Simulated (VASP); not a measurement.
A run of VASP 6.6.1 is set up as follows.

INCAR

```
SYSTEM = Ti
  ALGO = Normal
  EDIFF = 1E-7
  EDIFFG = -0.005
  ENCUT = 600
  GGA = CA
  IBRION = 2
  ISIF = 3
  ISMEAR = 0
  LASPH = .True.
  LCHARG = .False.
  LREAL = .False.
  LWAVE = .False.
  NELM = 60
  NSW = 90
  PREC = Accurate
  SIGMA = 0.1
```

Contents of KPOINTS:

```
k-points
0
Gamma
  12 12 14
  0 0 0
```

The input POSCAR:

```
Ti
1.0
    4.5673748300      0.0000000000      0.0000000000
   -2.2836874200      3.9554626300      0.0000000000
    0.0000000000      0.0000000000      2.8262442700
Ti
3
Direct
    0.0000000000      0.0000000000      0.0000000000
    0.3333333300      0.6666666700      0.5000000000
    0.6666666700      0.3333333300      0.5000000000
```

Potentials or basis: VASP PAW LDA potentials, release 64 (Ti_sv).

Command:

```sh
$ cat potpaw_LDA.64/Ti_sv/POTCAR > POTCAR
$ mpirun -np 1 vasp_std > vasp.out
```

Q: Predict the relaxed cell.

A: a = 4.449 Å, b = 4.449 Å, c = 2.770 Å, α = 90.00°, β = 90.00°, γ = 120.00°.

Q: What does it give for the band gap on the k mesh?

A: None (metal or under the smearing width).

Step by step:
| step | energy change (eV) | largest force (eV/Å) | pressure (GPa) | volume (Å³) |
| --- | --- | --- | --- | --- |
| 1 | 0.0000 | 0.0000 | -8.07 | 51.06 |
| 2 | -0.0385 | 0.0000 | 7.57 | 44.99 |
| 3 | -0.0951 | 0.0000 | -0.03 | 47.51 |
| 4 | -0.0951 | 0.0000 | 0.14 | 47.44 |
| 5 | -0.0955 | 0.0000 | 0.14 | 47.43 |
| 6 | -0.0955 | 0.0000 | 0.14 | 47.43 |
| 7 | -0.0955 | 0.0000 | -0.09 | 47.52 |
| 8 | -0.0955 | 0.0000 | -0.01 | 47.49 |
